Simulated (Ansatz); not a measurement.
## Cu$_{3}$N: all-electron results

```
Cu N
1.0
     3.81400    0.00000    0.00000
     0.00000    3.81400    0.00000
     0.00000    0.00000    3.81400
Cu N
3 1
Direct
  0.50000 0.00000 0.00000
  0.00000 0.50000 0.00000
  0.00000 0.00000 0.50000
  0.00000 0.00000 0.00000
```

Atom numbers follow the list: Cu1, Cu2, Cu3, N4.

The cell is COD entry 1536894, as deposited and not checked against the literature; nothing was relaxed.

Methods: DFT, PBE, all-electron LAPW, scalar-relativistic (Ansatz 0.2.0); DFT, PBE, PAW with Ansatz's default frozen-core files, scalar-relativistic (Ansatz 0.2.0).

For LAPW: a Γ-centred 10×10×10 k mesh, Fermi–Dirac smearing of 0.08 eV, basis error target 1 meV/atom, no spin polarisation. PAW takes a cutoff of 420 eV at this cell. The Ansatz runs share mesh, smearing and spin set-up. Values come from LAPW unless marked.

| Quantity | Value |
| --- | --- |
| Bader charges (from the PAW run) | Cu1 +0.44, N4 -1.31 e |
| Löwdin charges (with 0.33 e of the cell spilling out of the atomic basis, so their sizes and signs hang on that basis) | Cu1 0.52, N4 -1.24 e |
| Pressure at this cell | 1.15 GPa |
| Volume per atom | 13.87 Å³ |

**Question.** Band gap: what does the calculation give?

**Answer.** 0.18 eV, indirect from R (0.5, 0.5, 0.5) to M (0.5, 0.5, 0) (so small a gap may close at points that the mesh and path miss).

**Question.** Smallest direct gap on the path: what does the calculation give?

**Answer.** 0.71 eV.
